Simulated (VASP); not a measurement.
# Ru (P6_3/mmc) in VASP: notebook

Runs on Ru. Level: LDA. Tasks: relaxation of cell and atoms.

Everything below comes from runs of VASP 6.6.1. Logs are shortened: lines on timing, memory, paths and dates and some standing lists are left out, and cuts for length are marked.

### Step 1. The structure

It takes space group P6_3/mmc (No. 194, hexagonal). Conventional cell: a = 2.706 Å, b = 2.706 Å, c = 4.282 Å, α = 90.00°, β = 90.00°, γ = 120.00°. Ru (site symmetry -6m2) is surrounded by 12 Ru at 2.65 to 2.71 Å.

### Step 2. Relaxation of cell and atoms, LDA

Input file INCAR:

```
SYSTEM = Ru
PREC = Accurate
ENCUT = 600
EDIFF = 1E-6
ISMEAR = 1
SIGMA = 0.1
LREAL = .False.
LASPH = .True.
NELM = 80
ALGO = Normal
ISIF = 3
LWAVE = .False.
LCHARG = .False.
IBRION = 2
NSW = 90
EDIFFG = -0.01
```

Input file KPOINTS:

```
Automatic mesh
0
Gamma
  15 15 9
  0 0 0
```

Input file POSCAR:

```
Ru
1.0
    2.7058000000      0.0000000000      0.0000000000
   -1.3529000000      2.3432915400      0.0000000000
    0.0000000000      0.0000000000      4.2819000000
Ru
2
Direct
    0.3333333300      0.6666666700      0.2500000000
    0.6666666700      0.3333333300      0.7500000000
```

Potentials or basis: VASP PAW LDA potentials, release 64 (Ru_pv).

The run is started by

```console
cat potpaw_LDA.64/Ru_pv/POTCAR > POTCAR
mpirun -np 1 vasp_std > vasp.out
```

OUTCAR:

```text
SYSTEM = Ru
   PREC = Accurate
   ENCUT = 600
   EDIFF = 1E-6
   ISMEAR = 1
   LREAL = .False.
   LASPH = .True.
   NELM = 80
   ISIF = 3
   IBRION = 2
   NSW = 90
   EDIFFG = -0.01

 ion  position               nearest neighbor table
   1  0.333  0.667  0.250-   2 2.65   2 2.65   2 2.65   2 2.65   2 2.65   2 2.65
   2  0.667  0.333  0.750-   1 2.65   1 2.65   1 2.65   1 2.65   1 2.65   1 2.65

  LATTYP: Found a hexagonal cell.
 ALAT       =     2.7058000000
 C/A-ratio  =     1.5824894671

  Lattice vectors:

 A1 = (   2.7058000000,   0.0000000000,   0.0000000000)
 A2 = (  -1.3529000000,   2.3432915400,   0.0000000000)
 A3 = (   0.0000000000,   0.0000000000,   4.2819000000)

Analysis of symmetry for initial positions (statically):
=====================================================================
 Subroutine PRICEL returns:
 Original cell was already a primitive cell.

 Routine SETGRP: Setting up the symmetry group for a
 hexagonal supercell.

 Subroutine GETGRP returns: Found 24 space group operations
 (whereof 12 operations were pure point group operations)
 out of a pool of 24 trial point group operations.

The static configuration has the point symmetry D_3d.
 The point group associated with its full space group is D_6h.

Analysis of symmetry for dynamics (positions and initial velocities):
=====================================================================
 Subroutine PRICEL returns:
 Original cell was already a primitive cell.

 Routine SETGRP: Setting up the symmetry group for a
 hexagonal supercell.

 Subroutine GETGRP returns: Found 24 space group operations
 (whereof 12 operations were pure point group operations)
 out of a pool of 24 trial point group operations.

The dynamic configuration has the point symmetry D_3d.
 The point group associated with its full space group is D_6h.

 Subroutine INISYM returns: Found 24 space group operations
 (whereof 12 operations are pure point group operations),
 and found     1 'primitive' translations

----------------------------------------------------------------------------------------

                                     Primitive cell

  volume of cell :      27.1493

  direct lattice vectors                    reciprocal lattice vectors
     2.705800000  0.000000000  0.000000000     0.369576465  0.213375072  0.000000000
    -1.352900000  2.343291540  0.000000000     0.000000000  0.426750143  0.000000000
     0.000000000  0.000000000  4.281900000     0.000000000  0.000000000  0.233541185

  length of vectors
     2.705800000  2.705800002  4.281900000     0.426750143  0.426750143  0.233541185

  position of ions in fractional coordinates (direct lattice)
     0.333333330  0.666666670  0.250000000
     0.666666670  0.333333330  0.750000000

  ion indices of the primitive-cell ions
   primitive index   ion index
                 1           1
                 2           2

----------------------------------------------------------------------------------------

 KPOINTS: Automatic mesh

Automatic generation of k-mesh.
 Grid dimensions read from file:
 generate k-points for:   15   15    9

 Generating k-lattice:

  Cartesian coordinates                     Fractional coordinates (reciprocal lattice)
     0.024638431  0.014225005  0.000000000     0.066666667  0.000000000  0.000000000
     0.000000000  0.028450010  0.000000000     0.000000000  0.066666667  0.000000000
     0.000000000  0.000000000  0.025949021     0.000000000  0.000000000  0.111111111

  Length of vectors
     0.028450010  0.028450010  0.025949021

  Shift w.r.t. Gamma in fractional coordinates (k-lattice)
     0.000000000  0.000000000  0.000000000

 Subroutine IBZKPT returns following result:
 ===========================================

 Found    135 irreducible k-points:

 Following reciprocal coordinates:
            Coordinates               Weight
  0.000000  0.000000  0.000000      1.000000
  0.066667  0.000000  0.000000      6.000000
  0.133333 -0.000000  0.000000      6.000000
  0.200000  0.000000  0.000000      6.000000
  0.266667 -0.000000  0.000000      6.000000
  0.333333 -0.000000  0.000000      6.000000
[... 16 lines left out ...]
  0.333333  0.200000  0.000000     12.000000
  0.400000  0.200000  0.000000      6.000000
 [... further k-points ...]
   k-points           NKPTS =    135   k-points in BZ     NKDIM =    135   number of bands    NBANDS=     18
   number of dos      NEDOS =    301   number of ions     NIONS =      2
   total plane-waves  NPLWV =  20736
   dimension x,y,z NGX =    24 NGY =   24 NGZ =   36
   dimension x,y,z NGXF=    48 NGYF=   48 NGZF=   72
   ions per type =               2
   NGX,Y,Z   is equivalent  to a cutoff of  14.75, 14.75, 13.98 a.u.
   NGXF,Y,Z  is equivalent  to a cutoff of  29.49, 29.49, 27.95 a.u.
 SYSTEM =  Ru
   PREC   = accura    normal or accurate (medium, high low for compatibility)
   ISTART =      0    job   : 0-new  1-cont  2-samecut
   ICHARG =      2    charge: 1-file 2-atom 10-const
   ISPIN  =      1    spin polarized calculation?
   LNONCOLLINEAR =      F non collinear calculations
   LSORBIT =      F    spin-orbit coupling
   LASPH  =      T    aspherical Exc in radial PAW
   ENCUT  =  600.0 eV  44.10 Ry    6.64 a.u.   5.40  5.40  8.55*2*pi/ulx,y,z
   NELM   =     80;   NELMIN=  2; NELMDL= -5     # of ELM steps
   EDIFF  = 0.1E-05   stopping-criterion for ELM
   LREAL  =      F    real-space projection
   EDIFFG = -.1E-01   stopping-criterion for IOM
   NSW    =     90    number of steps for IOM
   IBRION =      2    ionic relax: 0-MD 1-quasi-New 2-CG
   NFREE  =      1    steps in history (QN), initial steepest desc. (CG)
   ISIF   =      3    stress and relaxation
   ISYM   =      2    0-nonsym 1-usesym 2-fastsym
   POTIM  = 0.5000    time-step for ionic-motion
   TEBEG  =    0.0;   TEEND  =   0.0 temperature during run
   PSTRESS=    0.0 pullay stress
   NELECT =      28.0000    total number of electrons
   NUPDOWN=      -1.0000    fix difference up-down
   EMIN   =  10.00;   EMAX   =-10.00  energy-range for DOS
   EFERMI =   0.00;   METHOD = LEGACY
   ISMEAR =     1;   SIGMA  =   0.10  broadening in eV -4-tet -1-fermi 0-gaus
   EFERMI_NEDOS =   21; number of points for ismear=-14 and -15
   IALGO  =     38    algorithm
   IMIX   =      4    mixing-type and parameters
     AMIX     =   0.40;   BMIX     =  1.00
     AMIX_MAG =   1.60;   BMIX_MAG =  1.00
  volume/ion in A,a.u.               =      13.57        91.61
  Fermi-wavevector in a.u.,A,eV,Ry     =   1.654022  3.125649 37.222674  2.735789
  Thomas-Fermi vector in A             =   2.742361
   LORBIT       =      0    0 simple, 1 ext, 2 COOP (PROOUT), +10 PAW based schemes
   GGA     = CA    functional components
   LHFCALC =     F    Hartree Fock is set to
   AEXX    =    0.0000 exact exchange contribution
   IVDW    =     0    specifies the selected vdW correction
   LEPSILON=     F    determine dielectric tensor
   LRPA    =     F    only Hartree local field effects (RPA)
 conjugate gradient relaxation of ions
 non-spin polarized calculation
 Methfessel and Paxton  Order N= 1 SIGMA  =   0.10
  energy-cutoff  :      600.00
  volume of cell :       27.15
 maximum number of plane-waves:       935
 NGX is ok and might be reduce to    24
   NGX = 11   NGY = 11   NGZ = 17

--------------------------------------- Ionic step        1  -------------------------------------------

 number of electron      28.0000002 magnetization

 Free energy of the ion-electron system (eV)
  ---------------------------------------------------
  ext. energy  EPLUGINS =         0.00000000
  ---------------------------------------------------
  free energy    TOTEN  =       -21.36172771 eV

  energy without entropy =      -21.36035048  energy(sigma->0) =      -21.36126863

------------------------ aborting loop because EDIFF is reached ----------------------------------------

  FORCE on cell =-STRESS in cart. coord.  units (eV):
  Direction    XX          YY          ZZ          XY          YZ          ZX
  --------------------------------------------------------------------------------------
  -------------------------------------------------------------------------------------
  Total       -1.9444272     -1.9444272     -2.0343534     -0.0000000      0.0000000      0.0000000
  in kB     -114.7476309   -114.7476312   -120.0545021     -0.0000000      0.0000000      0.0000000
  external PRESSURE =    -116.5165881 kB  Pullay stress =       0.0000000 kB
[... 201 lines left out ...]
  energy  without entropy=      -21.3945475254  energy(sigma->0) =      -21.39543695

--------------------------------------- Ionic step        7  -------------------------------------------

 number of electron      27.9999993 magnetization

 Free energy of the ion-electron system (eV)
  ---------------------------------------------------
  ext. energy  EPLUGINS =         0.00000000
  ---------------------------------------------------
  free energy    TOTEN  =       -21.39593243 eV

  energy without entropy =      -21.39451967  energy(sigma->0) =      -21.39546151

 E-fermi :  13.3092     XC(G=0): -14.5916

 val. band max:       13.3051268711   @ k =   0.2667  -0.0000   0.3333
 cond. band min:      13.3390637009   @ k =   0.4667   0.0667   0.3333
 fundamental gap:      0.0339368298
 Fermi energy:        13.3091764431

 k-point     1 :       0.0000    0.0000    0.0000
  band No.  band energies     occupation
      1     -30.2666      2.00000
      2     -29.2100      2.00000
      3     -29.2100      2.00000
      4     -29.0182      2.00000
      5     -29.0182      2.00000
      6     -28.9672      2.00000
[... 10 lines left out ...]
     17      14.5876     -0.00000
     18      14.6668     -0.00000
[... 466 lines left out ...]
      2     -29.7635      2.00000
      3     -29.6306      2.00000
      4     -29.6246      2.00000
      5     -29.3690      2.00000
      6     -29.3464      2.00000
[... 10 lines left out ...]
     17      18.9027      0.00000
     18      20.3890      0.00000

 [... further k-points ...]
[... 5 lines left out ...]
  --------------------------------------------------------------------------------------
  -------------------------------------------------------------------------------------
  Total       -0.0196218     -0.0196218      0.0060078     -0.0000000      0.0000000     -0.0000000
  in kB       -1.1979212     -1.1979212      0.3667781     -0.0000000      0.0000000     -0.0000000
  external PRESSURE =      -0.6763548 kB  Pullay stress =       0.0000000 kB
[... 17 lines left out ...]
  FREE ENERGIE OF THE ION-ELECTRON SYSTEM (eV)
  ---------------------------------------------------
  free  energy   TOTEN  =       -21.3959324263 eV

  energy  without entropy=      -21.3945196738  energy(sigma->0) =      -21.39546151

 reached required accuracy - stopping structural energy minimisation
```

It took 90 s on 1 thread of Intel Xeon 6975P-C (Granite Rapids), shared host; peak memory 0.2 GiB.

Results:

```yaml
Free_energy: -21.3959 eV
Relaxed_volume: 13.12 Å³/atom
Relaxed_cell: a = 2.675 Å, b = 2.675 Å, c = 4.234 Å, α = 90.00°, β = 90.00°, γ = 120.00°
Space_group_after_relaxing_to_0.05_Å: P6_3/mmc (No. 194)
Energy_gained_by_relaxing: 17.1 meV/atom
Ionic_steps: 7
Pressure_after_relaxing: -0.1 GPa
Band_gap_on_the_k_mesh: none (metal or under the smearing width)
```

The path:
```tsv
step	energy change (eV)	largest force (eV/Å)	pressure (GPa)	volume (Å³)
1	0.0000	0.0000	-11.65	27.15
2	0.3880	0.0000	54.06	23.45
3	-0.0341	0.0000	-0.58	26.28
4	-0.0342	0.0000	-0.09	26.24
5	-0.0342	0.0000	0.16	26.23
6	-0.0342	0.0000	-0.44	26.27
7	-0.0342	0.0000	-0.07	26.24
```

Final structure:
```
Ru
1.0
     2.67522    0.00000    0.00000
    -1.33761    2.31681    0.00000
     0.00000    0.00000    4.23420
Ru
2
Direct
  0.33333 0.66667 0.25000
  0.66667 0.33333 0.75000
```

### Step 3. Relaxation of cell and atoms, LDA

This run uses another cell than the first one, of 13.12 Å³/atom, 0.967 times its volume.

INCAR: that of step 2 with these lines changed.

```diff
@@ -3,3 +3,3 @@
 ENCUT = 600
-EDIFF = 1E-6
+EDIFF = 1E-7
 ISMEAR = 1
@@ -15,2 +15,2 @@
 NSW = 90
-EDIFFG = -0.01
+EDIFFG = -0.005
```

KPOINTS is that of step 2.

Input file POSCAR:

```
Ru                                      
1.0
    2.6752210152     -0.0000000000     -0.0000000000
   -1.3376105076      2.3168093623     -0.0000000000
    0.0000000000      0.0000000000      4.2341956408
  Ru            
     2
Direct
     0.3333333300000021    0.6666666699999979    0.2500000000000000
     0.6666666699999979    0.3333333300000021    0.7500000000000000
```

Potentials or basis: VASP PAW LDA potentials, release 64 (Ru_pv).

The run is started by

```console
cat potpaw_LDA.64/Ru_pv/POTCAR > POTCAR
mpirun -np 1 vasp_std > vasp.out
```

Wall time 68 s (1 thread of Intel Xeon 6975P-C (Granite Rapids), shared host); peak memory 0.19 GiB.

It converged, with:

```yaml
Free_energy: -21.3950 eV
Relaxed_volume: 13.12 Å³/atom
Relaxed_cell: a = 2.675 Å, b = 2.675 Å, c = 4.235 Å, α = 90.00°, β = 90.00°, γ = 120.00°
Space_group_after_relaxing_to_0.05_Å: P6_3/mmc (No. 194)
Energy_gained_by_relaxing: 0.0 meV/atom
Ionic_steps: 4
Pressure_after_relaxing: 0.0 GPa
Band_gap_on_the_k_mesh: none (metal or under the smearing width)
```

Final structure:
```
Ru
1.0
     2.67454    0.00000    0.00000
    -1.33727    2.31622    0.00000
     0.00000    0.00000    4.23509
Ru
2
Direct
  0.33333 0.66667 0.25000
  0.66667 0.33333 0.75000
```

Levels at points of the mesh, in eV from the Fermi level:
| k point | band 12 | band 13 | band 14 | band 15 | band 16 | band 17 |
| --- | --- | --- | --- | --- | --- | --- |
| (0.00, 0.00, 0.00) | -2.01 | -2.01 | -1.44 | -1.44 | 1.28 | 1.28 |
